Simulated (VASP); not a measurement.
# CuI: convergence, self-consistent run

CuI, P4/nmm (no. 129), 4 atoms in the cell. PBE with TS; PAW potentials I, Cu (PBE set). VASP 6.6.1.

Wanted: energy within 2 meV/atom; pressure within 0.1 GPa.

POSCAR:
```
CuI
1.0
    4.0901961900      0.0000000000      0.0000000000
    0.0000000000      4.0901961900      0.0000000000
    0.0000000000      0.0000000000      6.5514580400
I Cu
2 2
Direct
    0.0000000000      0.5000000000      0.7430343600
    0.5000000000      0.0000000000      0.2569656400
    0.0000000000      0.0000000000      0.0000000000
    0.5000000000      0.5000000000      0.0000000000
```

## Self-consistent screening

| Self-consistent screening | Energy less reference (meV/atom) | Pressure (GPa) | SCF iterations | Time (s) |
|---|---|---|---|---|
| default | 0.0 | -0.12 | 17 | 62 |
| SCSRAD = 30 | -0.1 | -0.12 | 17 | 53 |
| SCSRAD = 60 | 0.0 | -0.12 | 17 | 50 |
| LSCALER0 = F | 45.4 | 1.09 | 17 | 62 |

Chosen: default; no other choice that stays within half of the tolerance saves 30 % of the time.

## The input

INCAR:
```
PREC = Accurate
ENCUT = 520
EDIFF = 1E-7
ISMEAR = 0
SIGMA = 0.02
LREAL = F
LASPH = T
ALGO = Normal
NELM = 100
ISIF = 2
LWAVE = F
LCHARG = F
IVDW = 2
LVDWSCS = T
```

KPOINTS:
```
k-points
0
Gamma
  5 5 3
```

Commands:
```
cat potpaw_PBE.64/I/POTCAR potpaw_PBE.64/Cu/POTCAR > POTCAR
mpirun -np 1 vasp_std > vasp.out
```

The chosen input took VASP 6.6.1 62 s on 1 core (Intel Xeon Platinum 8259CL @ 2.50GHz (Skylake/Cascade Lake)), a shared host.
